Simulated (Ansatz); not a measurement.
## Caesium (simple cubic) across density functionals

All rows: Ansatz, plane waves with scalar-relativistic PAW, 420 eV (500 eV for the SCAN forms), relaxed under each functional, no dispersion correction, no zero-point motion. B₀ comes from uniform scaling at fixed shape; a dash is a value not given.

| functional | V (Å³/atom) | cell | B₀ (GPa) | magnetic state | ΔE to bcc (meV/atom) |
| --- | --- | --- | --- | --- | --- |
| PBE | 127.60 | a = 5.034 Å | - | spin not included | 92 |
| r²SCAN | 126.93 | a = 5.026 Å | - | spin not included | 92 |
| PBEsol | 119.28 | a = 4.923 Å | 2 | spin not included | 98 |
| revPBE | 140.62 | a = 5.200 Å | 1 | spin not included | 89 |
| RPBE | 142.97 | a = 5.229 Å | 1 | spin not included | 88 |
| BLYP | 146.88 | a = 5.276 Å | 1 | spin not included | 56 |

Problem. What does LDA give?

Solution. V (Å³/atom): 106.27; cell: a = 4.737 Å; magnetic state: spin not included; ΔE to bcc (meV/atom): 104.
